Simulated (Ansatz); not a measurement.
Al:

```
Al
1.0
     0.00000    2.07742    2.07742
     2.07742    0.00000    2.07742
     2.07742    2.07742    0.00000
Al
1
Direct
  0.00000 0.00000 0.00000
```

The cell isn't the ideal one: cell stretched.

A run of Ansatz 0.2.0 on this cell left the log below. Logs are shortened: lines on timing, memory, paths and dates and some standing lists are left out, and cuts for length are marked.

```text
Warning: RAYON_NUM_THREADS=1 ignored (pool sized by the plan → 1); use --threads N
crystal.space_group: 225 is read as Fm-3m: the typed cell holds Al4 (Al 4a). Least distances (Å): Al–Al 2.938
hamiltonian.pseudopotentials.datasets: crystal makes datasets for this crystal and solves the spheres of its atoms anew in each pass: cutoff 140.0 eV, the density's 980.0 eV;, for an error of 0.50 meV an atom under PBE, 0.5 meV for the cell; an energy difference from a run of another recipe may be off by several times the error for the cell, under r2SCAN by more, where some 0.1 meV an atom stays at smaller errors; Al in spheres of 1.376 Å, 3 of its electrons in bands
Engine: ansatz 0.2.0, aarch64-unknown-linux-gnu
Pseudopotentials: kind: all_electron
Pseudopotential: Al, paw, valence charge 3, recommended cutoff 140 eV (normal), crystal/all_electron/r2scan/scalar/gaussian/Al, Koelling and Harmon's equation, gaussian nucleus
Functional definition: r2SCAN0
  parameter a = 0.25
  parameter k0 = 0.174
  parameter k1 = 0.065
  parameter a1 = 4.9479
  exchange = (1 - a)*r2scan_x(k0 = k0, k1 = k1, a1 = a1) + a*exact_x
  correlation = r2scan_c
Crystal: 1 atoms, lattice volume = 17.931 Å³
Basis set: ecut = 140 eV, 65 PW (Γ), exchange–correlation on 45×45×45 points (27 copies of the dense FFT grid, shifted against one another)
Bands: 6, of which v1, the nominal top of the filled ones, is band 2 counted from 1 (1 counted from 0)
Symmetry: 48 space group operations
Space group: Fm-3m (ITA 225), of the structure as read, at distance tolerance 2.6e-5 Å
k-points: 10 of 125
Non-local potential: Al, projectors of the file, l = 0: 1, l = 1: 1
PAW form: soft (Blöchl's): semilocal exchange-correlation on the pseudo side does not see the compensation charge
PAW one-centre angular grid: Al, 302 points (default); XC on its mesh's 2005 points in the sphere
Initial density: superposition of atomic densities (neutral atoms: chi_scale 0, normalization atom)
Initial wavefunctions: pseudopotential atomic-orbital guess
Functional: x = 0.75 r2scan + 0.25 exact, c = r2scan; τ floored in thin density (d = 2e-4 eV/Å³)
iter 1 solved again at ethr=2.28e-3 eV; its pass at ethr=1.00e-1 eV (dr2=6.84e-2 eV) is discarded
SCF iter   1: F=—  HF=-6610.381801 eV  |F-HF|=—  |Δ(HF+E_count)|=         —  Δρ=2.03e-2  dr2=7.56e-2  dr2_τ=1.17e-3  ethr=2.28e-3  ⟨swp⟩=2.6  Hψ=364  notcnv=0
preconditioner: auto → none  [insulator: Δε(μ)=0.407 eV  Ē_g=13.672 eV  σ=0.050 eV  W_gap=0.73  n_scr=0 (ndim 16)  ℏωp=15.2 eV  f_vac=0.006  D(μ)=4.31/eV (n_scr^D=88)]
SCF iter   2: F=—  HF=-6610.371733 eV  |F-HF|=—  |Δ(HF+E_count)|=   1.01e-2  S|Δr|=    0.00e0  Δρ=1.92e-2  dr2=6.78e-2  dr2_τ=1.42e-7  ethr=2.28e-3  ⟨swp⟩=2.0  Hψ=120  notcnv=0  κ⁻¹=1.0e0(r=1)
[... 13 lines left out ...]
  Residual-converged pass: ⟨swp⟩=2.0  Hψ=72  notcnv=0  max |occ|·‖R‖ = 3.5e-6 eV (tolerance 3.7e-6 eV)  dr2=6.07e-9  dr2_τ=7.43e-14  dr2_onsite=1.61e-8  max |Δocc| = 1.5e-278
  greatest PAW one-centre occupation: 0.389 electrons in one spin orbital (limit 2), on the Al atom at site 0 (counted from 0), in its partial waves of l = 0
hybrid outer 1: dexx = +2.478e-13 eV
hybrid SCF converged: 1 outer / 13 inner (+0 warm-up), last move |dexx| = 2.48e-13 eV
Stability not checked: this state was not tested for a lower state beside it, because the functional holds exact exchange (a hybrid, or Hartree-Fock), whose exchange loop this test does not read (fock_operator; see scf.lower_state_search)
Free energy (F): -6610.180293 eV
Harris-Foulkes:  -6610.180293 eV  (|F-HF|=1.84e-8)
Internal energy: -6610.177258 eV  (E = F + TS)
E sigma→0 (E₀):  -6610.179282 eV
Entropy (-TS):   -0.003035 eV (-3.035 meV/atom)
Past the cutoff: the bands carry plane waves up to 2.50 times it, of which those up to 1.5 times it add -0.000097 eV an atom, each by itself; the spheres take 0.000036 eV an atom off the energy for waves past 2.50 times it
Past the cutoffs: a stress includes 0.0001 GPa for waves and charges beyond them, in addition to the slope of what the spheres take
In the spheres:  the bands' charges fall short by 1.2e-6 e at most (sound up to 1e-3)
Fermi energy:    9.472251 eV
--- Per-component energies (eV) ---
  E_band       = 10.628493
  E_kinetic    = 22.096202
  E_local      = 13.045926  (includes V_loc(G=0)·N_el)
  E_nonlocal   = 4.910763
  E_hartree    = 0.128362
  E_xc         = -19.202002
  E_vxc        = -25.644372  (∫ρ·V_xc dr)
  E_exx        = -4.396636  (= α·E_x^exact, valence–valence)
  E_paw        = -6600.522042  (= ΣΔE_a)
  E_vpaw       = -41.379988  (= ΣTr[D̂ρ^β])
  E_vtau       = 0.869467  (kinetic-family band-sum trace: ∫τ·v_τ [+ j·A + Jᵃ·Aᵃ] dr)
  E_ewald      = -71.504955
  E_smearing   = -0.003035  (= −TS)
  E_closure    = 45.267125  (closes the sum)
  Σ components = -6610.180293   (vs F -6610.180293, Δ=0.00e0)
  The terms above E_closure are by the made datasets' own strengths, without shells solved beside the bands.
--- Forces (eV/Å), atoms counted from 1 ---
  atom   1  Al     0.00000000    -0.00000000     0.00000000
  max |Σ_I F_I| component: 5.78e-19 eV/Å
--- Stress (GPa, compression-positive) ---
       -6.364234       0.000000       0.000000
        0.000000      -6.364234       0.000000
        0.000000       0.000000      -6.364234
  P = ⅓ Tr σ = -6.3642 GPa (-63.642 kbar)
--- Band table (eV; the first three rows and the last of 10) ---
  k-point 0: bands = ["-4.0778", "22.8315", "22.8315", "22.8315"]
  k-point 1: bands = ["-2.8757", "15.0892", "21.1627", "21.1627"]
  k-point 2: bands = ["0.6798", "6.7387", "20.8729", "20.8729"]
  k-point 9: bands = ["3.8669", "9.4826", "11.1548", "12.4932"]
```

Question: What input gives this log?

Answer: Single point with r2SCAN0, no spin polarisation. The files as run (others can give the same):

input.yaml
```yaml
crystal:
  lattice: { a: 4.15484142, b: 4.15484142, c: 4.15484142, alpha: 90.0, beta: 90.0, gamma: 90.0 }
  space_group: 225
  setting: { hermann_mauguin: Fm-3m }
  reduce_to_primitive: true
  atoms:
    - { symbol: Al, position: [0.0, 0.0, 0.0] }
kpoints:
  mp_grid: { grid: [5, 5, 5] }
scf:
  occupations: { method: cold, width: 0.05 }
  mixing: { algorithm: anderson, beta: 0.05, ndim: 16 }
hamiltonian:
  xc: r2scan0
  pseudopotentials: { kind: all_electron, datasets: crystal }
output:
  forces: true
  stress: true
```

Potentials or basis: all-electron PAW datasets made for the crystal.
The run is started by
```bash
$ ansatz run input.yaml --threads 1 --pin off --max-ram 2560MiB --backend cpu --events-out ev --progress --plain --runs-dir out
```

Caveat: the k mesh is coarse (spacing up to 0.52 Å⁻¹), so the values aren't converged, least of all with exact exchange.
